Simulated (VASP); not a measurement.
# NaCl: Na into a neighbouring Na vacancy, part 2 of 2

How hard is this move in NaCl: Na into a neighbouring Na vacancy? Both ends are relaxed first, then a band of images between them. The start is a computed cell from the Materials Project.

VASP 6.6.1; PBEsol; plane waves and PAW (Cl, Na).

So far. Step 3 (Relax the start): The run ended after 7 ionic steps, 0.261 eV below its first step, once the forces on the free atoms met EDIFFG = -0.05. Step 4 (Relax the end): The run ended after 8 ionic steps, 0.307 eV below its first step, once the forces on the free atoms met EDIFFG = -0.05.

## Step 5: Nudged elastic band

Images on a straight line between the ends relax across the path, while springs keep them spaced along it.

This cell carries charge -1, set by NELECT and balanced by a uniform background.

INCAR reads:

```
SYSTEM = Na26Cl27
PREC = Normal
ENCUT = 280
EDIFF = 1E-05
NELM = 120
ISMEAR = 0
SIGMA = 0.05
LREAL = Auto
ALGO = Fast
GGA = PS
NELECT = 216
NBANDS = 150
LWAVE = .FALSE.
LCHARG = .FALSE.
NCORE = 2
IMAGES = 3
SPRING = -5
IBRION = 1
POTIM = 0.3
NSW = 50
EDIFFG = -0.05
ISYM = 0
ISIF = 0
```

POSCAR reads:

```
Na26Cl27
1.0
    0.0000000000      8.3404434717      8.3404434717
    8.3404434717      0.0000000000      8.3404434717
    8.3404434717      8.3404434717      0.0000000000
Cl Na
27 26
Direct
    0.1665799117      0.1670094636      0.1682280221
    0.1669509721      0.1672801390      0.4986820355
    0.1717312546      0.1709288642      0.8287494325
    0.1666725149      0.4979581643      0.1676684543
    0.1636801103      0.5000704838      0.5004677261
    0.1649522703      0.4999106473      0.8350438829
    0.1718955637      0.8272174864      0.1728889874
    0.1651160830      0.8347266398      0.4991503706
    0.1733409138      0.8267466277      0.8270812983
    0.4977706750      0.1671143740      0.1678494754
    0.4984874814      0.1665125723      0.5003189438
    0.4984909102      0.1651611109      0.8355912841
    0.4996239636      0.5001227585      0.1652900036
    0.4991988575      0.5001076513      0.5002080740
    0.4991945433      0.4993965741      0.8353594486
    0.4997625058      0.8346608902      0.1657139025
    0.5009238607      0.8342925518      0.4995579372
    0.5013429933      0.8320816077      0.8331764213
    0.8261402013      0.1728548191      0.1728878361
    0.8336265821      0.1650504428      0.5008301676
    0.8266210690      0.1719336012      0.8287971291
    0.8343096052      0.5000019038      0.1656895927
    0.8341363643      0.4987382824      0.5010407920
    0.8330078699      0.5016629453      0.8328734502
    0.8283317939      0.8273868698      0.1719697492
    0.8314128066      0.8323841148      0.5027935010
    0.8319103229      0.8329752835      0.8326172215
    0.9985049639      0.0001521397      0.3269332894
    0.9995471701      0.9999801413      0.6732459653
    0.0001023098      0.3264471416      0.0006229730
    0.9984910317      0.3333786184      0.3346435878
    0.9993987573      0.3249932627      0.6749637441
    0.9999330272      0.6726886659      0.9996300631
    0.9993372211      0.6732105626      0.3276360282
    0.0010125664      0.6667137742      0.6659660729
    0.3262326412      0.9994544654      0.0009794772
    0.3336366871      0.9987218668      0.3342204436
    0.3273859012      0.9993310630      0.6731614956
    0.3330193153      0.3334522131      0.0000657808
    0.3331795175      0.3340498116      0.3333956100
    0.3306171848      0.3334177299      0.6682717417
    0.3261153746      0.6731651339      0.9998456495
    0.3321423853      0.6669469753      0.3327060759
    0.3335320901      0.6669543971      0.6659420324
    0.6728676088      0.9993379289      0.0005305295
    0.6728612752      0.0002078857      0.3268102243
    0.6644339218      0.0016761332      0.6666887347
    0.6725842986      0.3273049296      0.0000546209
    0.6662055075      0.3331392508      0.3330177116
    0.6663782847      0.3318375802      0.6682102548
    0.6662875304      0.6663925881      0.0010020949
    0.6679054473      0.6670302454      0.3323128874
    0.6665818808      0.6644490352      0.6674137562
```

KPOINTS reads:

```
Automatic mesh
0
Gamma
1 1 1
0 0 0
```

00/POSCAR reads:

```
Na26Cl27
1.0
    0.0000000000      8.3404434717      8.3404434717
    8.3404434717      0.0000000000      8.3404434717
    8.3404434717      8.3404434717      0.0000000000
Cl Na
27 26
Direct
    0.1665799117      0.1670094636      0.1682280221
    0.1669509721      0.1672801390      0.4986820355
    0.1717312546      0.1709288642      0.8287494325
    0.1666725149      0.4979581643      0.1676684543
    0.1636801103      0.5000704838      0.5004677261
    0.1649522703      0.4999106473      0.8350438829
    0.1718955637      0.8272174864      0.1728889874
    0.1651160830      0.8347266398      0.4991503706
    0.1733409138      0.8267466277      0.8270812983
    0.4977706750      0.1671143740      0.1678494754
    0.4984874814      0.1665125723      0.5003189438
    0.4984909102      0.1651611109      0.8355912841
    0.4996239636      0.5001227585      0.1652900036
    0.4991988575      0.5001076513      0.5002080740
    0.4991945433      0.4993965741      0.8353594486
    0.4997625058      0.8346608902      0.1657139025
    0.5009238607      0.8342925518      0.4995579372
    0.5013429933      0.8320816077      0.8331764213
    0.8261402013      0.1728548191      0.1728878361
    0.8336265821      0.1650504428      0.5008301676
    0.8266210690      0.1719336012      0.8287971291
    0.8343096052      0.5000019038      0.1656895927
    0.8341363643      0.4987382824      0.5010407920
    0.8330078699      0.5016629453      0.8328734502
    0.8283317939      0.8273868698      0.1719697492
    0.8314128066      0.8323841148      0.5027935010
    0.8319103229      0.8329752835      0.8326172215
    0.9985049639      0.0001521397      0.3269332894
    0.9995471701      0.9999801413      0.6732459653
    0.0001023098      0.3264471416      0.0006229730
    0.9984910317      0.3333786184      0.3346435878
    0.9993987573      0.3249932627      0.6749637441
    0.9999330272      0.6726886659      0.9996300631
    0.9993372211      0.6732105626      0.3276360282
    0.0010125664      0.6667137742      0.6659660729
    0.3262326412      0.9994544654      0.0009794772
    0.3336366871      0.9987218668      0.3342204436
    0.3273859012      0.9993310630      0.6731614956
    0.3330193153      0.3334522131      0.0000657808
    0.3331795175      0.3340498116      0.3333956100
    0.3306171848      0.3334177299      0.6682717417
    0.3261153746      0.6731651339      0.9998456495
    0.3321423853      0.6669469753      0.3327060759
    0.3335320901      0.6669543971      0.6659420324
    0.6728676088      0.9993379289      0.0005305295
    0.6728612752      0.0002078857      0.3268102243
    0.6644339218      0.0016761332      0.6666887347
    0.6725842986      0.3273049296      0.0000546209
    0.6662055075      0.3331392508      0.3330177116
    0.6663782847      0.3318375802      0.6682102548
    0.6662875304      0.6663925881      0.0010020949
    0.6679054473      0.6670302454      0.3323128874
    0.6665818808      0.6644490352      0.6674137562
```

01/POSCAR reads:

```
Na26Cl27
1.0
    0.0000000000      8.3404434717      8.3404434717
    8.3404434717      0.0000000000      8.3404434717
    8.3404434717      8.3404434717      0.0000000000
Cl Na
27 26
Direct
    0.1678760924      0.1680821356      0.1667165276
    0.1669888706      0.1671565099      0.4993651980
    0.1706369551      0.1699901449      0.8293378543
    0.1661619638      0.4985155381      0.1679288708
    0.1645717403      0.4995629981      0.5005269208
    0.1649480626      0.4998608690      0.8346513473
    0.1721008788      0.8271681158      0.1700545671
    0.1666410183      0.8326651108      0.5010602566
    0.1710256601      0.8284377071      0.8291615215
    0.4981137493      0.1666492727      0.1679147916
    0.4982054278      0.1667678926      0.5005628260
    0.4986046772      0.1657475641      0.8351093856
    0.4999350444      0.4997110340      0.1658996074
    0.4994121938      0.5002543994      0.4996835946
    0.4990429542      0.4998292955      0.8349215003
    0.5001676148      0.8341454442      0.1657256196
    0.5001957371      0.8343900394      0.4996288569
    0.5008888862      0.8327434690      0.8332690748
    0.8264980095      0.1724339257      0.1699827126
    0.8319968988      0.1667940276      0.5022808579
    0.8285412963      0.1705244027      0.8297276387
    0.8339844380      0.5003097153      0.1654855297
    0.8340064825      0.4992200715      0.5003340078
    0.8332280172      0.5012335029      0.8328743821
    0.8290818107      0.8286519412      0.1706814274
    0.8301399352      0.8312918204      0.5036781221
    0.8317552471      0.8330044390      0.8335685074
    0.9987326904      0.0000296182      0.2469967376
    0.9997724452      0.9997436268      0.6701923411
    0.0001222036      0.3262171491      0.0021415973
    0.9986820718      0.3317039577      0.3344341670
    0.9993885879      0.3272499076      0.6727577788
    0.9999229394      0.6710251342      0.9996926956
    0.9993187028      0.6733005558      0.3290359288
    0.0003188120      0.6682684025      0.6647174453
    0.3264214911      0.9996931181      0.0022946777
    0.3318512947      0.9987271977      0.3342079003
    0.3286195099      0.9991358622      0.6719805845
    0.3323193278      0.3333295388      0.0007447904
    0.3331825196      0.3337709045      0.3333920619
    0.3313721190      0.3335062282      0.6678236139
    0.3277245343      0.6715822162      1.0004232585
    0.3308047917      0.6683139962      0.3329051107
    0.3329737431      0.6670033748      0.6660139771
    0.6710202398      0.9999781819      0.0003497777
    0.6725676626      0.0000815963      0.3287188464
    0.6663220220      0.0014202196      0.6653567228
    0.6713488784      0.3283837922      0.0002563372
    0.6680802190      0.3313523651      0.3330835858
    0.6665970519      0.3321795700      0.6675074625
    0.6662258995      0.6663999074      0.0006468266
    0.6673927753      0.6669432224      0.3325416683
    0.6665025037      0.6653777099      0.6669178783
```

02/POSCAR reads:

```
Na26Cl27
1.0
    0.0000000000      8.3404434717      8.3404434717
    8.3404434717      0.0000000000      8.3404434717
    8.3404434717      8.3404434717      0.0000000000
Cl Na
27 26
Direct
    0.1691722731      0.1691548077      0.1652050332
    0.1670267692      0.1670328808      0.5000483605
    0.1695426556      0.1690514256      0.8299262760
    0.1656514126      0.4990729120      0.1681892874
    0.1654633704      0.4990555124      0.5005861156
    0.1649438550      0.4998110906      0.8342588116
    0.1723061940      0.8271187452      0.1672201468
    0.1681659536      0.8306035817      0.5029701425
    0.1687104065      0.8301287865      0.8312417447
    0.4984568236      0.1661841713      0.1679801078
    0.4979233742      0.1670232128      0.5008067083
    0.4987184442      0.1663340173      0.8346274870
    0.5002461251      0.4992993095      0.1665092112
    0.4996255302      0.5004011475      0.4991591152
    0.4988913650      0.5002620169      0.8344835520
    0.5005727237      0.8336299981      0.1657373367
    0.4994676136      0.8344875270      0.4996997766
    0.5004347792      0.8334053304      0.8333617282
    0.8268558176      0.1720130323      0.1670775891
    0.8303672156      0.1685376124      0.5037315482
    0.8304615235      0.1691152042      0.8306581484
    0.8336592707      0.5006175268      0.1652814666
    0.8338766006      0.4997018606      0.4996272236
    0.8334481644      0.5008040604      0.8328753140
    0.8298318275      0.8299170125      0.1693931057
    0.8288670637      0.8301995260      0.5045627432
    0.8316001714      0.8330335946      0.8345197932
    0.9989604168     -0.0000929033      0.1670601859
    0.9999977202      0.9995071122      0.6671387170
    0.0001420974      0.3259871566      0.0036602216
    0.9988731119      0.3300292970      0.3342247462
    0.9993784186      0.3295065524      0.6705518134
    0.9999128516      0.6693616024      0.9997553282
    0.9993001845      0.6733905490      0.3304358294
   -0.0003749423      0.6698230307      0.6634688176
    0.3266103410      0.9999317708      0.0036098782
    0.3300659024      0.9987325286      0.3341953570
    0.3298531186      0.9989406614      0.6707996734
    0.3316193404      0.3332068646      0.0014238000
    0.3331855216      0.3334919974      0.3333885138
    0.3321270533      0.3335947266      0.6673754862
    0.3293336940      0.6699992985      1.0010008674
    0.3294671980      0.6696810170      0.3331041456
    0.3324153961      0.6670523524      0.6660859218
    0.6691728709      1.0006184350      0.0001690258
    0.6722740500     -0.0000446931      0.3306274685
    0.6682101222      0.0011643059      0.6640247109
    0.6701134582      0.3294626549      0.0004580535
    0.6699549305      0.3295654794      0.3331494600
    0.6668158192      0.3325215598      0.6668046702
    0.6661642686      0.6664072267      0.0002915582
    0.6668801032      0.6668561994      0.3327704492
    0.6664231265      0.6663063845      0.6664220004
```

03/POSCAR reads:

```
Na26Cl27
1.0
    0.0000000000      8.3404434717      8.3404434717
    8.3404434717      0.0000000000      8.3404434717
    8.3404434717      8.3404434717      0.0000000000
Cl Na
27 26
Direct
    0.1704684538      0.1702274798      0.1636935387
    0.1670646678      0.1669092517      0.5007315230
    0.1684483562      0.1681127062      0.8305146978
    0.1651408614      0.4996302858      0.1684497040
    0.1663550004      0.4985480268      0.5006453103
    0.1649396473      0.4997613122      0.8338662760
    0.1725115092      0.8270693747      0.1643857264
    0.1696908890      0.8285420527      0.5048800284
    0.1663951528      0.8318198659      0.8333219679
    0.4987998978      0.1657190700      0.1680454239
    0.4976413205      0.1672785330      0.5010505905
    0.4988322113      0.1669204705      0.8341455885
    0.5005572059      0.4988875850      0.1671188149
    0.4998388665      0.5005478956      0.4986346357
    0.4987397758      0.5006947384      0.8340456037
    0.5009778327      0.8331145521      0.1657490538
    0.4987394900      0.8345850146      0.4997706962
    0.4999806722      0.8340671918      0.8334543817
    0.8272136258      0.1715921389      0.1641724656
    0.8287375324      0.1702811973      0.5051822384
    0.8323817508      0.1677060057      0.8315886580
    0.8333341034      0.5009253383      0.1650774036
    0.8337467188      0.5001836497      0.4989204395
    0.8336683117      0.5003746180      0.8328762460
    0.8305818443      0.8311820838      0.1681047840
    0.8275941922      0.8291072317      0.5054473643
    0.8314450956      0.8330627501      0.8354710790
    0.9991881433     -0.0002154247      0.0871236341
    1.0002229953      0.9992705976      0.6640850928
    0.0001619911      0.3257571641      0.0051788460
    0.9990641520      0.3283546364      0.3340153254
    0.9993682492      0.3317631973      0.6683458481
    0.9999027639      0.6676980706      0.9998179607
    0.9992816662      0.6734805421      0.3318357300
   -0.0010686967      0.6713776590      0.6622201900
    0.3267991910      1.0001704236      0.0049250786
    0.3282805101      0.9987378594      0.3341828138
    0.3310867273      0.9987454607      0.6696187622
    0.3309193529      0.3330841904      0.0021028096
    0.3331885236      0.3332130902      0.3333849656
    0.3328819875      0.3336832250      0.6669273584
    0.3309428537      0.6684163808      1.0015784764
    0.3281296044      0.6710480378      0.3333031804
    0.3318570491      0.6671013300      0.6661578665
    0.6673255020      1.0012586880     -0.0000117260
    0.6719804375     -0.0001709824      0.3325360906
    0.6700982224      0.0009083923      0.6626926990
    0.6688780381      0.3305415175      0.0006597698
    0.6718296420      0.3277785937      0.3332153343
    0.6670345864      0.3328635496      0.6661018780
    0.6661026378      0.6664145459     -0.0000637101
    0.6663674312      0.6667691765      0.3329992300
    0.6663437494      0.6672350592      0.6659261226
```

04/POSCAR reads:

```
Na26Cl27
1.0
    0.0000000000      8.3404434717      8.3404434717
    8.3404434717      0.0000000000      8.3404434717
    8.3404434717      8.3404434717      0.0000000000
Cl Na
27 26
Direct
    0.1717646345      0.1713001518      0.1621820442
    0.1671025663      0.1667856226      0.5014146855
    0.1673540567      0.1671739869      0.8311031195
    0.1646303103      0.5001876596      0.1687101205
    0.1672466304      0.4980405411      0.5007045050
    0.1649354396      0.4997115339      0.8334737404
    0.1727168243      0.8270200041      0.1615513061
    0.1712158243      0.8264805237      0.5067899144
    0.1640798992      0.8335109453      0.8354021911
    0.4991429721      0.1652539686      0.1681107401
    0.4973592669      0.1675338533      0.5012944727
    0.4989459783      0.1675069237      0.8336636900
    0.5008682866      0.4984758605      0.1677284187
    0.5000522028      0.5006946437      0.4981101563
    0.4985881867      0.5011274598      0.8336076554
    0.5013829417      0.8325991061      0.1657607709
    0.4980113664      0.8346825022      0.4998416159
    0.4995265651      0.8347290531      0.8335470351
    0.8275714340      0.1711712455      0.1612673421
    0.8271078491      0.1720247821      0.5066329287
    0.8343019781      0.1662968072      0.8325191676
    0.8330089362      0.5012331498      0.1648733406
    0.8336168370      0.5006654388      0.4982136553
    0.8338884590      0.4999451756      0.8328771779
    0.8313318611      0.8324471552      0.1668164622
    0.8263213208      0.8280149373      0.5063319854
    0.8312900198      0.8330919056      0.8364223649
    0.9994158698     -0.0003379462      0.0071870824
    1.0004482704      0.9990340831      0.6610314686
    0.0001818849      0.3255271716      0.0066974703
    0.9992551921      0.3266799757      0.3338059046
    0.9993580798      0.3340198422      0.6661398828
    0.9998926761      0.6660345389      0.9998805932
    0.9992631479      0.6735705353      0.3332356306
   -0.0017624510      0.6729322873      0.6609715624
    0.3269880409      1.0004090763      0.0062402791
    0.3264951177      0.9987431903      0.3341702705
    0.3323203360      0.9985502599      0.6684378511
    0.3302193654      0.3329615161      0.0027818192
    0.3331915257      0.3329341831      0.3333814175
    0.3336369217      0.3337717233      0.6664792306
    0.3325520134      0.6668334631      1.0021560854
    0.3267920108      0.6724150587      0.3335022152
    0.3312987021      0.6671503077      0.6662298112
    0.6654781330      1.0018989410     -0.0001924779
    0.6716868249     -0.0002972718      0.3344447127
    0.6719863226      0.0006524786      0.6613606871
    0.6676426179      0.3316203801      0.0008614861
    0.6737043535      0.3259917080      0.3332812085
    0.6672533536      0.3332055394      0.6653990857
    0.6660410069      0.6664218652     -0.0004189785
    0.6658547592      0.6666821535      0.3332280109
    0.6662643722      0.6681637339      0.6654302447
```

PAW data sets: Cl and Na (PBE family, release 64).

On the command line:

```
$ mpirun -np 6 vasp_gam
```

The job ended after 3.1 min (6 MPI ranks of AMD EPYC 9R45, shared host; peak memory 1.4 GiB; 19 min of CPU time).

Images along the path:

| image | path (A) | energy (eV) | Na28: x, y, z (Å) |
| --- | --- | --- | --- |
| 0 | 0.000 | 0.0000 | 2.728, 11.055, 8.329 |
| 1 | 1.098 | 0.3211 | 2.112, 10.452, 8.333 |
| 2 | 2.196 | 0.6901 | 1.387, 9.725, 8.330 |
| 3 | 3.295 | 0.3143 | 0.662, 8.998, 8.335 |
| 4 | 4.394 | 0.0016 | 0.057, 8.396, 8.333 |

Numbers from this step:

* electronic cycles: 203
* path length: 4.394 Å
* barrier: 0.6901 eV
* barrier in the reverse direction: 0.6885 eV
* barrier from a spline through the images: 0.6901 eV
* reaction energy: 0.001631 eV

What the program prints for this run, and its count of cycles, belong to image 1; the force that counts for the threshold is the band's, across the path.

## Step 6: What came out

```
hop                                      : Na into a neighbouring Na vacancy
barrier                                  : 0.690 eV
barrier in the reverse direction         : 0.688 eV
barrier from a spline through the images : 0.690 eV
reaction energy                          : 0.00163 eV
path length                              : 4.39 Å
```

**Reading.** The barrier is 0.69 eV forwards and 0.69 eV backwards. With an attempt frequency of 10¹³ per second, taken as a typical value, this barrier gives about 10^1 hops a second at 300 K. Both ends are alike and an image sits at the midpoint, which is the saddle if the path is symmetric. The band met its force threshold after 16 steps. Cell and mesh are small and were not tested. The band started on a straight line, so other routes may lie lower.

[Lines on the potential files, build, host, timing and source positions are cut from VASP's logs without a mark.]

[Logs are printed without paths, hosts, clocks, repeated set-up lines and the standing remarks that a program may print on its own settings, such as how far it seeks lower states.]

[Hosts, paths, dates, database ids (printed as entryN), source tags and the programs' standing remarks are cut or masked in the printed files.]

[Runs that stopped without an error message from VASP are left out.]
